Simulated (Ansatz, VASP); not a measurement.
One calculation of Ti, two programs

```
Ti
1.0
     2.63818    0.00000    0.00000
     0.00000    2.63818    0.00000
     0.00000    0.00000    2.63818
Ti
1
Direct
  0.00000 0.00000 0.00000
```

Alike in both runs: task single point; functional BLYP; k mesh 13 × 13 × 13; occupations fermi-dirac, width 0.1 eV; no spin polarisation.

```csv
,VASP,Ansatz
version,VASP 6.6.1,Ansatz 0.2.0
potentials or method,"VASP PAW PBE potentials, release 64 (Ti_sv)","plane waves (420 eV) with PAW, scalar-relativistic"
plane-wave cutoff (eV),520,420
valence electrons in the cell,12,12
```

Ansatz gave:

* pressure (GPa): 3.0

Which values does VASP return?

Pressure (GPa): 2.9.

With one functional, cell and mesh, what is left measures potentials, basis and numerics.

Caveats: the PAW data sets were made with another functional, which shifts forces and pressure a little (VASP).
